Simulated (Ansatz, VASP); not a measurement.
## Two plane-wave programs on Hf

```
Hf
1.0
    -1.82875    1.82875    1.82875
     1.82875   -1.82875    1.82875
     1.82875    1.82875   -1.82875
Hf
1
Direct
  0.00000 0.00000 0.00000
```

Change from the starting cell: volume scaled by 1.04, PAW files.

Alike in both runs: task electric field gradients; functional PBEsol; k mesh 14 × 14 × 14; occupations fermi-dirac, width 0.05 eV; no spin polarisation.

|  | VASP | Ansatz |
| --- | --- | --- |
| version | VASP 6.6.1 | Ansatz 0.2.0 |
| potentials or method | VASP PAW PBE potentials, release 64 (Hf_pv) | PAW with Ansatz's default frozen-core files, scalar-relativistic |
| plane-wave cutoff (eV) | 520 | 420 |
| valence electrons in the cell | 10 | 26 |

|  | VASP | Ansatz | Ansatz less VASP |
| --- | --- | --- | --- |
| pressure (GPa) | -12.1 | -11.7 | +0.32 |
| Vzz of the field gradient on the site that differs most (V/Å²) | 0.0 | 0.0 | 0.00 |

The functional is the same, so the differences come from potentials, cutoffs and numerics. The two sets of potentials don't hold the same shells in valence. Ansatz warned: «gradients_without_spin_orbit».

Caveats: the PAW data sets were made with another functional, which shifts forces and pressure a little (VASP). Spin-orbit coupling is left out, which matters for the levels of Hf.
